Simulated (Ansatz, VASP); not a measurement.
## Ga3O2 in VASP and in Ansatz

INCAR

```
SYSTEM = Ga3O2
  ALGO = Normal
  EDIFF = 1E-6
  ENCUT = 520
  GGA = PE
  ISIF = 2
  ISMEAR = 0
  ISPIN = 2
  LASPH = .True.
  LCHARG = .True.
  LELF = .True.
  LORBIT = 11
  LREAL = .False.
  LVHAR = .True.
  LWAVE = .False.
  MAGMOM = 0 0 0 1 1
  NBANDS = 38
  NELM = 150
  PREC = Accurate
  SIGMA = 0.1
```

File KPOINTS:

```
k-points
0
Gamma
  4 4 4
  0 0 0
```

Contents of POSCAR:

```
Ga3O2
1.0
    4.4147358342      0.0000000000      0.0000000000
    0.0000000000      4.4147358342      0.0000000000
    0.0000000000      0.0000000000      4.4147358342
Ga O
3 2
Direct
    0.0000000000      0.5000000000      0.5000000000
    0.5000000000      0.0000000000      0.5000000000
    0.5000000000      0.5000000000      0.0000000000
    0.0000000000      0.0000000000      0.0000000000
    0.5000000000      0.5000000000      0.5000000000
```

Input for Ansatz:

```yaml
crystal:
  lattice:
    - [4.4147358342, 0.0, 0.0]
    - [0.0, 4.4147358342, 0.0]
    - [0.0, 0.0, 4.4147358342]
  atoms:
    - { symbol: Ga, position: [0.0, 0.5, 0.5] }
    - { symbol: Ga, position: [0.5, 0.0, 0.5] }
    - { symbol: Ga, position: [0.5, 0.5, 0.0] }
    - { symbol: O, position: [0.0, 0.0, 0.0], spin: 1.0 }
    - { symbol: O, position: [0.5, 0.5, 0.5], spin: 1.0 }
basis:
  ecutwfc: 420
kpoints:
  mp_grid: { grid: [4, 4, 4] }
hamiltonian:
  xc: pbe
scf:
  occupations: { method: gaussian, width: 0.1 }
  lower_state_search: "off"
output:
  forces: true
  stress: true
  eigenvalues: true
  populations: true
magnetization:
  spin_polarized: true
```

Alike in both runs: task single point; functional PBE; k mesh 4 × 4 × 4; occupations gaussian, width 0.1 eV; collinear spin.

|  | VASP | Ansatz |
| --- | --- | --- |
| version | VASP 6.6.1 | Ansatz 0.2.0 |
| potentials or method | VASP PAW PBE potentials, release 64 (Ga_d, O) | scalar-relativistic, plane waves, PAW |
| plane-wave cutoff (eV) | 520 | 420 |
| valence electrons in the cell | 51 | 51 |

```csv
,VASP,Ansatz,Ansatz less VASP
gap on the k mesh at the Fermi level (eV),none,none,-
pressure (GPa),0.4,0.3,-0.10
net moment per atom (μB),0.00,0.00,0.000
```

A gap of «none» marks a metal or a gap that the smearing closes. With one functional, cell and mesh, what is left measures potentials, basis and numerics. Ansatz warned: «seeded_moment_not_kept».
